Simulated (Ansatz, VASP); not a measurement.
## Ta3Sb in two plane-wave programs

Wanted: the spread between two codes on one cell, functional and k mesh. The structure shown comes from an earlier Ansatz run, which isn't shown and may have moved the atoms alone.

Main program and level: Ansatz 0.2.0; plane waves, with VASP 6.6.1 beside it; elastic constants at PBEsol.

### 1. The structure

Symmetry: Pm-3n, No. 223, cubic system. Conventional cell: a = 5.240 Å, b = 5.240 Å, c = 5.240 Å, α = 90.00°, β = 90.00°, γ = 90.00°. Nearest to Ta lie 2 Ta at 2.62 Å and 4 Sb at 2.93 Å. Nearest to Sb lie 12 Ta at 2.93 Å. Farther neighbours are not listed.

### 2. Ansatz: elastic constants, PBEsol

Ansatz runs on its default PAW (the set named soft_2) files.

Elastic constants are differences of stresses under small strains, so they test the stress and the mesh.

Input file input.yaml:

```yaml
crystal:
  lattice:
    - [5.2404317473, 0.0, 0.0]
    - [0.0, 5.2404317473, 0.0]
    - [0.0, 0.0, 5.2404317473]
  atoms:
    - { symbol: Ta, position: [0.25, 0.0, 0.5] }
    - { symbol: Ta, position: [0.5, 0.75, 0.0] }
    - { symbol: Ta, position: [0.75, 0.0, 0.5] }
    - { symbol: Ta, position: [0.5, 0.25, 0.0] }
    - { symbol: Ta, position: [0.0, 0.5, 0.75] }
    - { symbol: Ta, position: [0.0, 0.5, 0.25] }
    - { symbol: Sb, position: [0.0, 0.0, 0.0] }
    - { symbol: Sb, position: [0.5, 0.5, 0.5] }
kpoints:
  mp_grid: { grid: [6, 6, 6] }
hamiltonian:
  xc: pbesol
scf:
  occupations: { method: gaussian, width: 0.1 }
output:
  forces: true
  stress: true
  eigenvalues: true
basis:
  ecutwfc: 290.0
elastic:
  mode: relaxed_ion
  stencil: two_point
```

Run with:

```
> ansatz run input.yaml --threads 8 --pin off --max-ram 16384MiB --backend cpu --events-out ev --progress --plain --runs-dir out
```

Numbers of over 12 decimals in the logs are rounded to 6 here.

Log:

```text
Warning: basis.ecutwfc = 290 eV is below the records' recommended 420 eV, and the density's cutoff is lower with it unless basis.ecutrho_ratio is high enough to keep the records' density cutoff: compare with a run at a higher cutoff
Engine: ansatz 0.2.0, aarch64-unknown-linux-gnu
Pseudopotentials: kind: paw
Pseudopotential: Ta, paw, valence charge 13, recommended cutoff 420 eV (normal), Ta.paw.azcp
Pseudopotential: Sb, paw, valence charge 15, recommended cutoff 420 eV (normal), Sb.paw.azcp
Functional definition: PBEsol
  exchange = pbesol_x
  correlation = pbesol_c
Crystal: 8 atoms, lattice volume = 143.913 Å³
Basis set: ecut = 290 eV, 1575 PW (Γ), exchange–correlation on 60×60×60 points (8 copies of the dense FFT grid, shifted against one another)
Bands: 65, of which v1, the nominal top of the filled ones, is band 54 counted from 1 (53 counted from 0)
Symmetry: 48 space group operations
Space group: Pm-3n (ITA 223), of the structure as read, at distance tolerance 5.2e-5 Å
k-points: 20 of 216
Non-local potential: Ta, projectors of the file, l = 0: 3, l = 1: 2, l = 2: 2, l = 3: 1
Non-local potential: Sb, projectors of the file, l = 0: 2, l = 1: 2, l = 2: 2, l = 3: 2
PAW form: soft (Blöchl's): semilocal exchange-correlation on the pseudo side does not see the compensation charge
PAW frozen core: Ta, regenerated for the run's functional, and the local potential with it (the file was generated under x = pbe(κ = 0.804, μ = 0.219515), c = pbe(β = 0.066725))
PAW frozen core: Sb, regenerated for the run's functional, and the local potential with it (the file was generated under x = pbe(κ = 0.804, μ = 0.219515), c = pbe(β = 0.066725))
PAW one-centre angular grid: Ta, 590 points (default); XC on 64 Gauss nodes
PAW one-centre angular grid: Sb, 590 points (default); XC on 64 Gauss nodes
Initial density: superposition of atomic densities (neutral atoms: chi_scale 0, normalization atom), corrected by the library's trained network
Initial wavefunctions: pseudopotential atomic-orbital guess
Functional: x = pbesol(κ = 0.804, μ = 0.123457), c = pbesol(β = 0.046)
SCF iter   1: F=—  HF=-71655.992172 eV  |F-HF|=—  |Δ(HF+E_count)|=         —  Δρ=6.08e-3  dr2=4.23e-2  ethr=1.77e-3  ⟨swp⟩=5.5  Hψ=4949  notcnv=0
preconditioner: auto → Resta (q_TF=auto, 2.601 Å⁻¹)  ε∞=12.1  [insulator: Δε(μ)=0.151 eV  Ē_g=5.879 eV  σ=0.100 eV  W_gap=0.71  n_scr=32 (ndim 8)  ℏωp=19.6 eV  f_vac=0.000  D(μ)=1.08/eV (n_scr^D=0)  ε∞_Penn≈12.1]
SCF iter   2: F=—  HF=-71655.976402 eV  |F-HF|=—  |Δ(HF+E_count)|=   1.58e-2  Δρ=3.04e-3  dr2=1.21e-2  ethr=3.92e-5  ⟨swp⟩=2.0  Hψ=1740  notcnv=0
SCF iter   3: F=—  HF=-71655.972026 eV  |F-HF|=—  |Δ(HF+E_count)|=   4.38e-3  Δρ=5.84e-4  dr2=5.74e-4  ethr=1.12e-5  ⟨swp⟩=2.0  Hψ=1800  notcnv=0
SCF iter   4: F=—  HF=-71655.971825 eV  |F-HF|=—  |Δ(HF+E_count)|=   2.01e-4  Δρ=8.17e-5  dr2=7.19e-6  ethr=5.31e-7  ⟨swp⟩=2.0  Hψ=1608  notcnv=0
SCF iter   5: F=—  HF=-71655.972292 eV  |F-HF|=—  |Δ(HF+E_count)|=   4.67e-4  Δρ=9.52e-6  dr2=7.25e-8  ethr=6.66e-9  ⟨swp⟩=2.0  Hψ=1609  notcnv=0
SCF iter   6: F=—  HF=-71655.972292 eV  |F-HF|=—  |Δ(HF+E_count)|=   4.98e-9  Δρ=1.96e-6  dr2=3.23e-9  ethr=6.71e-11  ⟨swp⟩=2.5  Hψ=1859  notcnv=0
SCF iter   7: F=—  HF=-71655.972292 eV  |F-HF|=—  |Δ(HF+E_count)|=  5.97e-10  Δρ=2.42e-7  dr2=7.75e-11  ethr=2.99e-12  ⟨swp⟩=2.0  Hψ=1739  notcnv=0
SCF iter   8: F=—  HF=-71655.972292 eV  |F-HF|=—  |Δ(HF+E_count)|=  4.37e-11  Δρ=4.17e-8  dr2=2.44e-12  ethr=7.18e-14 (applied; sched 1.00e-12)  ⟨swp⟩=2.1  Hψ=1975  notcnv=0  defer=71
SCF iter   9: F=-71655.972292 eV  HF=-71655.972292 eV  |F-HF|=4.37e-11  |Δ(HF+E_count)|=  2.91e-11  Δρ=6.51e-9  dr2=5.19e-14  ethr=1.00e-12  ⟨swp⟩=10.2  Hψ=5236  notcnv=0
SCF 1 converged in 9 iterations: F = -71655.972292 eV  dr2 = 5.19e-14
  greatest PAW one-centre occupation: 0.999 electrons in one spin orbital (limit 2), on the Sb atom at site 7 (counted from 0), in its partial waves of l = 2
Crystal: 8 atoms, lattice volume = 143.626 Å³
Symmetry: 16 space group operations
k-points: 40 of 216
Initial density: handed on by an earlier stage of this run
Initial wavefunctions: pseudopotential atomic-orbital guess (no wavefunctions were taken with the density)
iter 1 solved again at ethr=1.28e-5 eV; its pass at ethr=3.10e-3 eV (dr2=1.39e-2 eV) is discarded
[...]
preconditioner: auto → Resta (q_TF=auto, 2.602 Å⁻¹)  ε∞=12.0  [insulator: Δε(μ)=0.143 eV  Ē_g=5.901 eV  σ=0.100 eV  W_gap=0.69  n_scr=32 (ndim 8)  ℏωp=19.6 eV  f_vac=0.000  D(μ)=1.09/eV (n_scr^D=0)  ε∞_Penn≈12.0]
[...]
SCF iter   8: F=—  HF=-71655.971662 eV  |F-HF|=—  |Δ(HF+E_count)|=    0.00e0  Δρ=1.53e-8  dr2=1.24e-13  ethr=1.44e-15 (applied; sched 1.00e-12)  ⟨swp⟩=1.8  Hψ=3546  notcnv=0
iter 9 did not close the SCF: its close was put off for the readings that it lacked (scf_convergence_deferred on its scf_iter line)
SCF iter   9: F=-71655.971662 eV  HF=-71655.971662 eV  |F-HF|=0.00e0  |Δ(HF+E_count)|=  1.46e-11  Δρ=3.36e-9  dr2=5.69e-15  ethr=1.15e-16 (applied; sched 1.00e-12)  ⟨swp⟩=2.0  Hψ=3824  notcnv=0  defer=1
iter 10 did not close the SCF: its close was put off for the readings that it lacked (scf_convergence_deferred on its scf_iter line)
SCF iter  10: F=-71655.971662 eV  HF=-71655.971662 eV  |F-HF|=1.46e-11  |Δ(HF+E_count)|=  1.46e-11  Δρ=9.70e-11  dr2=7.70e-18  ethr=9.26e-17 (applied; sched 1.00e-12)  ⟨swp⟩=1.0  Hψ=3377  notcnv=0  defer=1
iter 11 did not close the SCF: its close was put off for the readings that it lacked (scf_convergence_deferred on its scf_iter line)
SCF iter  11: F=-71655.971662 eV  HF=-71655.971662 eV  |F-HF|=4.37e-11  |Δ(HF+E_count)|=  2.91e-11  Δρ=1.60e-11  dr2=3.22e-19  ethr=9.26e-17 (applied; sched 1.00e-12)  ⟨swp⟩=1.0  Hψ=3377  notcnv=0  defer=1
iter 12 did not close the SCF: its close was put off for the readings that it lacked (scf_convergence_deferred on its scf_iter line)
SCF iter  12: F=-71655.971662 eV  HF=-71655.971662 eV  |F-HF|=2.91e-11  |Δ(HF+E_count)|=  2.91e-11  Δρ=4.88e-12  dr2=5.16e-20  ethr=9.26e-17 (applied; sched 1.00e-12)  ⟨swp⟩=1.0  Hψ=3377  notcnv=0  defer=1
SCF iter  13: F=-71655.971662 eV  HF=-71655.971662 eV  |F-HF|=4.37e-11  |Δ(HF+E_count)|=  4.37e-11  Δρ=9.12e-13  dr2=1.16e-21  ethr=1.00e-12  ⟨swp⟩=1.0  Hψ=6965  notcnv=0
SCF 19 converged in 13 iterations: F = -71655.971662 eV  dr2 = 1.16e-21
SCF converged after 9 iterations
Free energy (F): -71655.972292 eV
Harris-Foulkes:  -71655.972292 eV  (|F-HF|=4.37e-11)
Internal energy: -71655.966804 eV  (E = F + TS)
E sigma→0 (E₀):  -71655.969548 eV
Entropy (-TS):   -0.005488 eV (-0.686 meV/atom)
Fermi energy:    18.865418 eV
--- Per-component energies (eV) ---
  E_band       = -719.156349
  E_kinetic    = 2630.496206
  E_local      = -5594.865231  (includes V_loc(G=0)·N_el)
  E_nonlocal   = 839.668583
  E_hartree    = 2263.799464
  E_xc         = -1583.678595
  E_vxc        = -1425.423013  (∫ρ·V_xc dr)
  E_paw        = -58644.265443  (= ΣΔE_a)
  E_vpaw       = -1696.637821  (= ΣTr[D̂ρ^β])
  E_aug_tail   = 0.005998  (compensation charges beyond the density's cutoff)
  E_ewald      = -11569.073379
  E_core_change = 1.945593  (= ΣΔE_core)
  E_smearing   = -0.005488  (= −TS)
  E_closure    = -0.000000  (closes the sum)
  Σ components = -71655.972292   (vs F -71655.972292, Δ=0.00e0)
--- Forces (eV/Å), atoms counted from 1 ---
  atom   1  Ta     0.00000000    -0.00000000     0.00000000
  atom   2  Ta     0.00000000     0.00000000    -0.00000000
  atom   3  Ta     0.00000000     0.00000000    -0.00000000
  atom   4  Ta    -0.00000000    -0.00000000    -0.00000000
  atom   5  Ta    -0.00000000    -0.00000000    -0.00000000
  atom   6  Ta    -0.00000000    -0.00000000     0.00000000
  atom   7  Sb     0.00000000    -0.00000000     0.00000000
  atom   8  Sb     0.00000000    -0.00000000    -0.00000000
  max |Σ_I F_I| component: 2.31e-18 eV/Å
--- Stress (GPa, compression-positive) ---
       -0.005101      -0.000000       0.000000
        0.000000      -0.005101       0.000000
        0.000000       0.000000      -0.005101
  P = ⅓ Tr σ = -0.0051 GPa (-0.051 kbar)
--- Band table (eV; the first three rows and the last of 20) ---
  k-point 0: bands = [... 50 lower, 17.8479, 17.8479, 18.6151, 18.6151, 19.0859, 21.6427, 21.6427, 21.6427, ... 7 higher]
  k-point 1: bands = [... 50 lower, 17.8200, 17.8349, 18.6272, 18.6273, 19.5506, 20.8509, 21.4496, 21.4496, ... 7 higher]
  k-point 2: bands = [... 50 lower, 17.5857, 17.7688, 18.2960, 18.4490, 19.9736, 20.7754, 21.1828, 21.1828, ... 7 higher]
  k-point 19: bands = [... 50 lower, 18.6232, 18.6232, 18.6994, 18.6994, 18.6994, 18.6994, 18.6994, 18.6994, ... 7 higher]
--- Elastic constants: 2 strain directions × 2 members + reference (group order 48) ---
  dense FFT box of the reference and of every strained cell: 30×30×30
  strains applied: 11, 23; error gains: componentwise 1.00 (the most a stress slope's error grows in a printed constant), spectral 1.73 (1 for all six strains in a standard setting)
  C = ∂σ_k/∂η_j (tension-positive GPa; Voigt order 11 22 33 23 13 12):
       381.359    113.051    113.051     -0.000     -0.000     -0.000
       113.051    381.359    113.051     -0.000     -0.000     -0.000
       113.051    113.051    381.359     -0.000     -0.000     -0.000
         0.000      0.000     -0.000     70.131      0.000     -0.000
        -0.000     -0.000      0.000      0.000     70.131      0.000
         0.000      0.000      0.000      0.000      0.000     70.131
  reference stress σ⁰ (GPa):      0.005      0.005      0.005     -0.000     -0.000     -0.000
  C* (energy form; C + prestress term) asymmetry max|C*_kj − C*_jk| = 8.527e-14 GPa — a small one proves nothing (zero by symmetry where the batch's group is 432, −43m or m−3m); a large one is finite-difference/SCF noise where every solve meets its electron count
  moduli (Voigt/Reuss/Hill, GPa): K = 202.49/202.49/202.49   G = 95.74/86.68/91.21   E = 237.91   ν = 0.304
  mechanically stable: yes (min eigenvalue of sym C = 70.13 GPa)
  strain η (Voigt 11):  stress-route row diagonal C_11 = 381.36 GPa, energy-path curvature d²(F+E_count+ΔE)/dδ²/Ω₀ = 395.29 GPa
         δ    σ_11 (GPa)             F (eV)   n_scf  n_hpsi   n_pw
    -2.000e-3      -0.7647      -71655.9721886      13   50391   1640   relax 3 steps, max|allowed force component| 2.56e-6 eV/Å
     2.000e-3       0.7607      -71655.9718093      13   50404   1640   relax 3 steps, max|allowed force component| 2.40e-8 eV/Å
  strain η (Voigt 23):  stress-route row diagonal C_44 = 70.13 GPa, energy-path curvature d²(F+E_count+ΔE)/dδ²/Ω₀ = 79.26 GPa
         δ    σ_23 (GPa)             F (eV)   n_scf  n_hpsi   n_pw
    -2.000e-3      -0.1403      -71655.9716619      13   65735   1640   relax 5 steps, max|allowed force component| 9.37e-9 eV/Å
     2.000e-3       0.1403      -71655.9716619      13   65801   1640   relax 3 steps, max|allowed force component| 2.29e-7 eV/Å
```

(Continued in part 2 of 2.)

[Lines on the potential files, build, host, timing and source positions are cut from VASP's logs without a mark.]

[Logs are printed without paths, hosts, clocks, repeated set-up lines and the standing remarks that a program may print on its own settings, such as how far it seeks lower states.]

[Hosts, paths, dates, database ids (printed as entryN), source tags and the programs' standing remarks are cut or masked in the printed files.]
